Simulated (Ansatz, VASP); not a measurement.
## Two plane-wave programs on Rh

```
Rh
1.0
     0.00000    1.94424    1.94424
     1.94424    0.00000    1.94424
     1.94424    1.94424    0.00000
Rh
1
Direct
  0.00000 0.00000 0.00000
```

Alike in both runs: task single point; functional PBEsol; k mesh 18 × 18 × 18; occupations gaussian, width 0.1 eV; no spin polarisation.

|  | VASP | Ansatz |
| --- | --- | --- |
| version | VASP 6.6.1 | Ansatz 0.2.0 |
| potentials or method | VASP PAW PBE potentials, release 64 (Rh_pv) | scalar-relativistic, plane waves, PAW |
| plane-wave cutoff (eV) | 520 | 420 |
| valence electrons in the cell | 15 | 17 |

```csv
,VASP,Ansatz,Ansatz less VASP
gap on the k mesh at the Fermi level (eV),none,none,-
pressure (GPa),-20.2,-20.2,+0.04
```

A gap of «none» marks a metal or a gap that the smearing closes. With one functional, cell and mesh, what is left measures potentials, basis and numerics. The two sets of potentials don't hold the same shells in valence.

Caveats: so large a pressure means that the cell lies far from this level's equilibrium, or that cutoff or potentials fall short (VASP); the potentials were made for another functional, which shifts forces and pressure (VASP).
